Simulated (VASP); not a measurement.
# InAs (F-43m) in VASP: notebook, part 2 of 2

VASP 6.6.1. The steps go on from the part before.

## 4. Single point, PBEsol (volume scaled by 0.96)

Input file INCAR:

```
PREC = Accurate
ENCUT = 520
EDIFF = 1E-6
ISMEAR = 0
SIGMA = 0.05
LREAL = F
LASPH = T
NELM = 60
ALGO = Normal
ISIF = 2
LWAVE = F
LCHARG = F
GGA = PS
NBANDS = 16
```

Input file KPOINTS:

```
Automatic mesh
0
Gamma
  6 6 6
```

Input file POSCAR:

```
InAs
1.0
    0.0000000000      3.0036778727      3.0036778727
    3.0036778727      0.0000000000      3.0036778727
    3.0036778727      3.0036778727      0.0000000000
In As
1 1
Direct
    0.0000000000      0.0000000000      0.0000000000
    0.7500000000      0.7500000000      0.7500000000
```

Potentials or basis: VASP PAW PBE potentials, release 64 (In_d, As).

Launch:

```sh
> cat potpaw_PBE.64/In_d/POTCAR potpaw_PBE.64/As/POTCAR > POTCAR
> mpirun -np 1 vasp_std > vasp.out
```

OUTCAR:

```text
PREC = Accurate
   ENCUT = 520
   EDIFF = 1E-6
   ISMEAR = 0
   LREAL = F
   LASPH = T
   NELM = 60
   ISIF = 2
   GGA = PS

 ion  position               nearest neighbor table
   1  0.000  0.000  0.000-   2 2.60   2 2.60   2 2.60   2 2.60
   2  0.750  0.750  0.750-   1 2.60   1 2.60   1 2.60   1 2.60

  LATTYP: Found a face centered cubic cell.
 ALAT       =     6.0073557454

  Lattice vectors:

 A1 = (   0.0000000000,   3.0036778727,   3.0036778727)
 A2 = (   3.0036778727,   0.0000000000,   3.0036778727)
 A3 = (   3.0036778727,   3.0036778727,   0.0000000000)

Analysis of symmetry for initial positions (statically):
=====================================================================
 Subroutine PRICEL returns:
 Original cell was already a primitive cell.

 Routine SETGRP: Setting up the symmetry group for a
 face centered cubic supercell.

 Subroutine GETGRP returns: Found 24 space group operations
 (whereof 24 operations were pure point group operations)
 out of a pool of 48 trial point group operations.

The static configuration has the point symmetry T_d .

Analysis of symmetry for dynamics (positions and initial velocities):
[... 149 lines left out ...]

 E-fermi :   4.5979     XC(G=0):  -9.3679

 val. band max:        4.5826714901   @ k =   0.0000   0.0000   0.0000
 cond. band min:       5.4950002634   @ k =   0.5000   0.0000   0.0000
 fundamental gap:      0.9123287733
 Fermi energy:         4.5978999461

 k-point     1 :       0.0000    0.0000    0.0000
  band No.  band energies     occupation
      1      -9.8009      2.00000
      2      -9.8009      2.00000
      3      -9.8009      2.00000
      4      -9.6647      2.00000
      5      -9.6647      2.00000
      6      -7.4386      2.00000
[... 281 lines left out ...]
      3      -9.7192      2.00000
      4      -9.6890      2.00000
      5      -9.6502      2.00000
      6      -5.2757      2.00000
[... 8 lines left out ...]
     15      16.2957      0.00000
     16      16.4331      0.00000

------------------------ aborting loop because EDIFF is reached ----------------------------------------

  FORCE on cell =-STRESS in cart. coord.  units (eV):
  Direction    XX          YY          ZZ          XY          YZ          ZX
  --------------------------------------------------------------------------------------
  -------------------------------------------------------------------------------------
  Total        0.8813021      0.8813021      0.8813021      0.0000000      0.0000000     -0.0000000
  in kB       26.0522565     26.0522565     26.0522565      0.0000000      0.0000000     -0.0000000
  external PRESSURE =      26.0522565 kB  Pullay stress =       0.0000000 kB

 VOLUME and BASIS-vectors are now :
 -----------------------------------------------------------------------------
  energy-cutoff  :      520.00
  volume of cell :       54.20
      direct lattice vectors                 reciprocal lattice vectors
     0.000000000  3.003677873  3.003677873    -0.166462591  0.166462591  0.166462591
     3.003677873  0.000000000  3.003677873     0.166462591 -0.166462591  0.166462591
     3.003677873  3.003677873  0.000000000     0.166462591  0.166462591 -0.166462591

 POSITION                                       TOTAL-FORCE (eV/Angst)
 -----------------------------------------------------------------------------------
      0.00000      0.00000      0.00000        -0.000000     -0.000000     -0.000000
      4.50552      4.50552      4.50552         0.000000      0.000000      0.000000
 -----------------------------------------------------------------------------------
    total drift:                                0.000000      0.000000      0.000000

  FREE ENERGIE OF THE ION-ELECTRON SYSTEM (eV)
  ---------------------------------------------------
  free  energy   TOTEN  =        -8.4523948985 eV

  energy  without entropy=       -8.4520378098  energy(sigma->0) =       -8.45221635
```

OSZICAR:

```text
N       E                     dE             d eps       ncg     rms          rms(c)
DAV:   1     0.111636911720E+03    0.11164E+03   -0.84082E+03   512   0.122E+03
DAV:   2    -0.150019882674E+01   -0.11314E+03   -0.10769E+03   552   0.298E+02
DAV:   3    -0.857184017280E+01   -0.70716E+01   -0.70456E+01   664   0.721E+01
DAV:   4    -0.875714068741E+01   -0.18530E+00   -0.18521E+00   680   0.130E+01
DAV:   5    -0.876347569202E+01   -0.63350E-02   -0.63350E-02   744   0.183E+00    0.463E+00
DAV:   6    -0.848816794298E+01    0.27531E+00   -0.39815E-01   776   0.117E+01    0.255E+00
DAV:   7    -0.845366236338E+01    0.34506E-01   -0.10991E-01   736   0.335E+00    0.702E-01
DAV:   8    -0.845207140249E+01    0.15910E-02   -0.13515E-02   672   0.128E+00    0.219E-01
DAV:   9    -0.845230058212E+01   -0.22918E-03   -0.87256E-04   624   0.230E-01    0.121E-01
DAV:  10    -0.845237700047E+01   -0.76418E-04   -0.13263E-04   712   0.183E-01    0.631E-02
DAV:  11    -0.845239499939E+01   -0.17999E-04   -0.46886E-05   568   0.997E-02    0.350E-02
DAV:  12    -0.845239489847E+01    0.10092E-06   -0.36598E-06   592   0.221E-02
   1 F= -.84523949E+01 E0= -.84522164E+01  d E =-.357089E-03
```

It took 16 s on 1 thread of AMD EPYC 9R14 (Zen 4), shared host; peak memory 0.14 GiB.

What came out:

| Quantity | Value |
| --- | --- |
| Free energy | -8.4524 eV |
| Pressure | 2.6 GPa |
| Band gap on the k mesh | zero (filled and empty bands touch) |

Caveat: the cell differs from its parent crystal (volume scaled by 0.96); the PAW data sets were made with another functional, which shifts forces and pressure a little; spin-orbit coupling is left out, which moves the levels of the heavy elements.

## 5. Single point, LDA

This run uses another cell than the first one, of 27.65 Å³/atom, 0.980 times its volume.

Input file INCAR:

```
  PREC = Accurate
  ENCUT = 520
  EDIFF = 1E-6
  ISMEAR = 0
  SIGMA = 0.05
  LREAL = False
  LASPH = True
  NELM = 80
  ALGO = Normal
  ISIF = 2
  LWAVE = False
  LCHARG = True
  GGA = CA
  LELF = True
  LVHAR = True
  NBANDS = 16
```

KPOINTS is that of step 4.

Input file POSCAR:

```
InAs
1.0
    0.0000000000      3.0240000793      3.0240000793
    3.0240000793      0.0000000000      3.0240000793
    3.0240000793      3.0240000793      0.0000000000
In As
1 1
Direct
    0.0000000000      0.0000000000      0.0000000000
    0.7500000000      0.7500000000      0.7500000000
```

Potentials or basis: VASP PAW LDA potentials, release 64 (In_d, As).

Launch:

```sh
> cat potpaw_LDA.64/In_d/POTCAR potpaw_LDA.64/As/POTCAR > POTCAR
> mpirun -np 1 vasp_std > vasp.out
```

Wall time 17 s (1 thread of AMD EPYC 9R14 (Zen 4), shared host); peak memory 0.13 GiB.

Results (log left out):

```
Free energy            : -9.0089 eV
Pressure               : -0.4 GPa
Band gap on the k mesh : zero (filled and empty bands touch)
```

Levels at points of the mesh, in eV from the Fermi level:
| k point | band 5 | band 6 | band 7 | band 8 | band 9 | band 10 | band 11 | band 12 | band 13 | band 14 |
| --- | --- | --- | --- | --- | --- | --- | --- | --- | --- | --- |
| (0.00, 0.00, 0.00) | -14.25 | -11.93 | -0.42 | -0.02 | -0.02 | -0.02 | 3.80 | 3.80 | 3.80 | 7.26 |
| (0.50, 0.00, 0.00) | -14.24 | -10.45 | -5.85 | -1.02 | -1.02 | 0.79 | 4.59 | 4.59 | 6.66 | 8.82 |
| (0.50, 0.50, 0.00) | -14.23 | -9.90 | -5.93 | -2.36 | -2.36 | 1.40 | 1.94 | 8.98 | 9.11 | 9.11 |

Caveat: spin-orbit coupling is left out, which moves the levels of the heavy elements.

## 6. The runs side by side

```csv
level,potentials or basis,cell,gap on the mesh (eV),pressure (GPa)
PBEsol,"VASP PAW PBE potentials, release 64 (In_d, As)","a = 4.306 Å, angles 60.0°, 2 atoms",none,0.1
PBEsol,"VASP PAW PBE potentials, release 64 (In_d, As)","a = 4.277 Å, angles 60.0°, 2 atoms",none,1.3
PBEsol,"VASP PAW PBE potentials, release 64 (In_d, As)","a = 4.248 Å, angles 60.0°, 2 atoms",none,2.6
LDA,"VASP PAW LDA potentials, release 64 (In_d, As)","a = 4.277 Å, angles 60.0°, 2 atoms",none,-0.4
```

Alike in all rows: task single point; no spin polarisation; k mesh 6 × 6 × 6; cutoff (eV) 520; smearing gaussian 0.05 eV.

Caveats: spin-orbit coupling is left out, which moves the levels of the heavy elements; the PAW data sets were made with another functional, which shifts forces and pressure a little (some runs).

Absolute energies hang on the potentials; compare differences alone.

## 7. Against experiment

Step 2. Measured gap of InAs: 0.418 eV (direct; 4.2 K; a printed reference work, data compilation). This calculation gives 0.00 eV (-0.42 eV). Spin-orbit coupling on As, In is left out. The value is that of PBEsol on a finite k mesh, which can miss the band edges, without temperature or zero-point motion. Semilocal functionals fall short of measured gaps as a rule.

Step 5. A measured gap of InAs is 0.418 eV (direct; 4.2 K; a printed reference work, data compilation); the calculated 0.00 eV misses it by -0.42 eV. Spin-orbit coupling on As, In is left out. The value is that of LDA on a finite k mesh, which can miss the band edges, without temperature or zero-point motion. Semilocal functionals fall short of measured gaps as a rule.
